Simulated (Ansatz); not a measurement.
# ZnS: shifting one sublattice

Aim: for ZnS, map the energy as every S atom is pushed off its site.

Program: Ansatz 0.2.0. Level of theory: DFT PBE, scalar-relativistic, plane waves, PAW. These are calculated values, not measurements.

## Step 1: The starting structure

Symmetry: F-43m, No. 216, cubic system. The conventional cell has a = 5.409 Å, b = 5.409 Å, c = 5.409 Å, α = 90.00°, β = 90.00°, γ = 90.00°. Zn (site symmetry -43m) has 4 S at 2.34 Å as nearest neighbours. S (site symmetry -43m) is surrounded by 4 Zn at 2.34 Å.

Coordinates:

```
CELL_PARAMETERS angstrom
0.00000 2.70465 2.70465
2.70465 0.00000 2.70465
2.70465 2.70465 0.00000
ATOMIC_POSITIONS crystal
Zn 0.00000 0.00000 0.00000
S 0.75000 0.75000 0.75000
```

The cell is taken as given, not relaxed at this level.

## Step 2: Next: shifting one sublattice

Every S atom is moved by x along the Cartesian unit vector (0.000, -0.707, -0.707); the cell and all other atoms stay fixed. Forces below are components along that vector, summed over the moved atoms.

## Step 3: At x = -0.100 Å

input.yaml

```yaml
crystal:
  lattice:
    - [0.0, 2.70465, 2.70465]
    - [2.70465, 0.0, 2.70465]
    - [2.70465, 2.70465, 0.0]
  atoms:
    - { symbol: Zn, position: [0.0, 0.0, 0.0] }
    - { symbol: S, position: [0.7761441141, 0.75, 0.75] }
basis:
  ecutwfc: 420
kpoints:
  mp_grid: { grid: [10, 10, 10] }
hamiltonian:
  xc: pbe
scf:
  occupations: { method: gaussian, width: 0.05 }
output:
  forces: true
  stress: true
  eigenvalues: true
```

The run is started by

```console
$ ansatz run input.yaml --threads 1 --pin off --max-ram 2560MiB --backend cpu --events-out ev --progress --plain --runs-dir out
```

## Step 4: Point x = 0.075 Å

input.yaml: that of step 3 with these lines changed.

```diff
@@ -7,3 +7,3 @@
     - { symbol: Zn, position: [0.0, 0.0, 0.0] }
-    - { symbol: S, position: [0.7761441141, 0.75, 0.75] }
+    - { symbol: S, position: [0.7303919144, 0.75, 0.75] }
 basis:
```

## Step 5: x = -0.050 Å

input.yaml: that of step 4 with these lines changed.

```diff
@@ -7,3 +7,3 @@
     - { symbol: Zn, position: [0.0, 0.0, 0.0] }
-    - { symbol: S, position: [0.7303919144, 0.75, 0.75] }
+    - { symbol: S, position: [0.763072057, 0.75, 0.75] }
 basis:
```

## Step 6: x = 0.025 Å

input.yaml: that of step 5 with these lines changed.

```diff
@@ -7,3 +7,3 @@
     - { symbol: Zn, position: [0.0, 0.0, 0.0] }
-    - { symbol: S, position: [0.763072057, 0.75, 0.75] }
+    - { symbol: S, position: [0.7434639715, 0.75, 0.75] }
 basis:
```

## Step 7: x = 0.087 Å

input.yaml: that of step 6 with these lines changed.

```diff
@@ -7,3 +7,3 @@
     - { symbol: Zn, position: [0.0, 0.0, 0.0] }
-    - { symbol: S, position: [0.7434639715, 0.75, 0.75] }
+    - { symbol: S, position: [0.7271239002, 0.75, 0.75] }
 basis:
```

## Step 8: Point x = 0.062 Å

input.yaml: that of step 7 with these lines changed.

```diff
@@ -7,3 +7,3 @@
     - { symbol: Zn, position: [0.0, 0.0, 0.0] }
-    - { symbol: S, position: [0.7271239002, 0.75, 0.75] }
+    - { symbol: S, position: [0.7336599287, 0.75, 0.75] }
 basis:
```

## Step 9: At x = 0.037 Å

input.yaml: that of step 8 with these lines changed.

```diff
@@ -7,3 +7,3 @@
     - { symbol: Zn, position: [0.0, 0.0, 0.0] }
-    - { symbol: S, position: [0.7336599287, 0.75, 0.75] }
+    - { symbol: S, position: [0.7401959572, 0.75, 0.75] }
 basis:
```

## Step 10: x = 0.013 Å

input.yaml: that of step 9 with these lines changed.

```diff
@@ -7,3 +7,3 @@
     - { symbol: Zn, position: [0.0, 0.0, 0.0] }
-    - { symbol: S, position: [0.7401959572, 0.75, 0.75] }
+    - { symbol: S, position: [0.7467319857, 0.75, 0.75] }
 basis:
```

(Steps that only read results are left out.)

Before running it: what results should come out?

**Answer**, as computed:

```
                                                        quantity       value
force constant along x, from the points at -0.050, 0 and 0.013 Å  5.73 eV/Å²
```

The restoring force grows by 5.73 eV/Å per Å near the site. No sampled point lies below the undisturbed cell. The gap on the mesh stays between 2.03 and 2.10 eV.
